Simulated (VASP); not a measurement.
Here is a VASP 6.6.1 calculation.

INCAR

```
PREC = Accurate
ENCUT = 520
EDIFF = 1E-7
ISMEAR = -1
SIGMA = 0.05
LREAL = F
LASPH = T
NELM = 60
ALGO = Normal
ISIF = 2
LWAVE = F
LCHARG = T
GGA = PS
LELF = T
LVHAR = T
NBANDS = 11
```

Contents of KPOINTS:

```
Automatic mesh
0
Gamma
  8 8 8
```

Contents of POSCAR:

```
Si
1.0
    0.0000000000      2.7218511865      2.7218511865
    2.7218511865      0.0000000000      2.7218511865
    2.7218511865      2.7218511865      0.0000000000
Si
2
Direct
    0.5000000000      0.5000000000      0.5000000000
    0.7500000000      0.7500000000      0.7500000000
```

Potentials or basis: VASP PAW PBE potentials, release 64 (Si).

Launch:

```sh
$ cat potpaw_PBE.64/Si/POTCAR > POTCAR
$ mpirun -np 1 vasp_std > vasp.out
```

(1) What does it give for the pressure?

(2) Predict the band gap on the k mesh.

## Answers

(1) -0.4 GPa.

(2) 0.51 eV, indirect (least direct gap 2.51 eV).

Caveat: the PAW data sets were made with another functional, which shifts forces and pressure a little.
